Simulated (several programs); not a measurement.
A 6-atom cell of Cu2O started from a crystallographic database, relaxed with r2SCAN in Ansatz, was computed with several methods. It is cubic, Pn-3m (No. 224); a = 4.246 Å in the conventional setting, 12.76 Å³ an atom. Around Cu lie 2 O at 1.84 Å; around O lie 4 Cu at 1.84 Å. The values are computed, spin-unpolarised.

```yaml
crystal:
  lattice:
    - [4.24608, 0.00000, 0.00000]
    - [0.00000, 4.24608, 0.00000]
    - [0.00000, 0.00000, 4.24608]
  atoms:
    - { symbol: Cu, position: [0.25000, 0.25000, 0.25000] }
    - { symbol: Cu, position: [0.25000, 0.75000, 0.75000] }
    - { symbol: Cu, position: [0.75000, 0.75000, 0.25000] }
    - { symbol: Cu, position: [0.75000, 0.25000, 0.75000] }
    - { symbol: O, position: [0.00000, 0.00000, 0.00000] }
    - { symbol: O, position: [0.50000, 0.50000, 0.50000] }
```

Gaps and times are for a single point on this cell; volume and bulk modulus come from each method's own relaxation or energy curve at fixed shape. Times are rough, from shared hosts (AMD EPYC 7R13 Processor; Arm Neoverse V1; Arm Neoverse V2), and each method has its own mesh and cell size. A star marks a curve whose lowest point is an end point. PM7 (MOPAC), GFN1-xTB (tblite), GFN2-xTB (tblite) treat a cluster of cells at its zone centre, which samples few k points: where these miss a band edge, the gap comes out too large for that reason alone. Gaps from k meshes are read at a limited set of points (mesh, symmetry points, PBE's band edges), so each method's own least gap may be somewhat smaller. xTB and the PM methods were fitted mostly to molecules, and can miss a solid's gap by electronvolts. Minimal bases can be far off for gaps. Times of the plane-wave ladder aren't listed, since it ran on unlike processors and cards. GLLB-SC's gap includes the derivative discontinuity. d marks a direct gap, i an indirect one (no mark: not told apart), a dash a value that wasn't computed or didn't pass its checks.

```
                              method              kind  gap (eV)  own volume (Å³/atom)  bulk modulus (GPa)  atoms computed  processor time
                              PBEsol         semilocal         –                 12.55                   –               6               –
light PBE (260 eV and a coarse mesh)  light plane-wave    0.56 d                     –                   –               6           1.2 s
                   GFN1-xTB (tblite)     tight binding      0.50                     –                   –         cluster           2.5 s
                   GFN2-xTB (tblite)     tight binding      1.04                 12.45                  87         cluster           4.9 s
                                 LDA         semilocal    0.56 d                 12.06                   –               6               –
                                 PBE         semilocal    0.56 d                 13.24                 112               6               –
                              r2SCAN         semilocal    0.79 d                 12.76                 127               6               –
                      GLLB-SC (GPAW)   model potential      0.99                     –                   –               6            18 s
                      PBE/SZV (CP2K)       small basis    1.07 d                14.10*                103*               6            21 s
                            DDH-PBE0            hybrid    1.49 d                     –                   –               6               –
                     PBE/DZVP (CP2K)       small basis    0.50 d                 13.56                 107               6            76 s
                         PM7 (MOPAC)    semi-empirical      3.07                     –                   –         cluster           110 s
                               HSE06            hybrid    2.03 d                     –                   –               6               –
                                PBE0            hybrid    2.79 d                     –                   –               6               –
                        Hartree-Fock    exact exchange   10.59 d                     –                   –               6               –
```

Question: How far from the measured values lie the methods that can be set against them?

Answer:
- Band gap, measured 2.17 eV: light PBE (260 eV and a coarse mesh) -1.61 eV, GFN1-xTB (tblite) -1.67 eV, GFN2-xTB (tblite) -1.13 eV, LDA -1.61 eV, PBE -1.61 eV, r2SCAN -1.38 eV, GLLB-SC (GPAW) -1.18 eV, PBE/SZV (CP2K) -1.10 eV, DDH-PBE0 -0.68 eV, PBE/DZVP (CP2K) -1.67 eV, PM7 (MOPAC) +0.90 eV, HSE06 -0.14 eV, PBE0 +0.62 eV, Hartree-Fock +8.42 eV.
- Bulk modulus, measured 112 GPa: GFN2-xTB (tblite) -22.3 %, PBE -0.1 %, r2SCAN +13.6 %, PBE/DZVP (CP2K) -4.8 %.
- Volume, measured 12.96 Å³ an atom: PBEsol -3.2 %, GFN2-xTB (tblite) -3.9 %, LDA -7.0 %, PBE +2.2 %, r2SCAN -1.5 %, PBE/DZVP (CP2K) +4.6 %.
The calculations are for a static lattice; samples hold vibrations, temperature and, in optical gaps, excitons. A measured value is shown where most reports agree with it, and only for the quantities listed. Sources: 2.17 eV (direct band gap, experimental column; “Importance of surface oxygen vacancies for ultrafast hot carrier relaxation and transport in Cu2O”; 2021; arxiv:2103.03167); 112 GPa (bulk modulus; “Phonons, Nature of Bonding and Their Relation to Anomalous Thermal Expansion Behavior of M2O (M=Au, Ag, Cu)”; literature value, measurement temperature not stated; probably derived from elastic constants; 2013; arxiv:1311.4701); 12.96 Å³ an atom (from the lattice constants; cubic lattice parameter; 293 K; “Phonons, Nature of Bonding and Their Relation to Anomalous Thermal Expansion Behavior of M2O (M=Au, Ag, Cu)”; room-temperature value, includes thermal expansion effects; 2013; arxiv:1311.4701).
